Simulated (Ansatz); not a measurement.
# AlP (zincblende type): the cost of one run

Program: Ansatz 0.2.0. Level of theory: DFT LDA, with the methods named in each step. These are calculated values, not measurements.

## 1. The structure to begin with

It takes space group F-43m (No. 216, cubic). Conventional cell: a = 5.398 Å, b = 5.398 Å, c = 5.398 Å, α = 90.00°, β = 90.00°, γ = 90.00°. Al (site symmetry -43m) has 4 P at 2.34 Å as nearest neighbours. P (site symmetry -43m) is surrounded by 4 Al at 2.34 Å.

Structure file:

```cif
data_structure
_symmetry_space_group_name_H-M 'P 1'
_symmetry_Int_Tables_number 1
_cell_length_a 3.8166
_cell_length_b 3.8166
_cell_length_c 3.8166
_cell_angle_alpha 60.000
_cell_angle_beta 60.000
_cell_angle_gamma 60.000
_cell_volume 39.31
loop_
_atom_site_label
_atom_site_type_symbol
_atom_site_fract_x
_atom_site_fract_y
_atom_site_fract_z
_atom_site_occupancy
Al1 Al 0.00000 0.00000 0.00000 1
P1 P 0.25000 0.25000 0.25000 1
```

Whether this phase is the stable one at these pressures isn't tested.

Atoms are numbered in the order of the input: Al1, P2.

## 2. Cell relaxed at zero pressure, PAW

File input.yaml:

```yaml
crystal:
  lattice:
    - [0.0, 2.6987740699, 2.6987740699]
    - [2.6987740699, 0.0, 2.6987740699]
    - [2.6987740699, 2.6987740699, 0.0]
  atoms:
    - { symbol: Al, position: [0.0, 0.0, 0.0] }
    - { symbol: P, position: [0.25, 0.25, 0.25] }
kpoints:
  mp_grid: { grid: [12, 12, 12] }
scf:
  occupations: { method: fermi_dirac, width: 0.05 }
hamiltonian:
  xc: lda
  pseudopotentials: { kind: paw }
output:
  forces: true
  stress: true
relax:
  f_tol: 0.005
  max_steps: 40
  cell: {}
```

Command:

```sh
ansatz run input.yaml --threads 1 --pin off --max-ram 2048MiB --backend cpu --events-out ev --progress --plain --runs-dir out
```

**Question.** How long does this run take on 1 thread of Intel Xeon at 2.50GHz (Skylake/Cascade Lake), shared host, and how much memory does it need?

About 20 s, with a peak of 0.34 GiB.
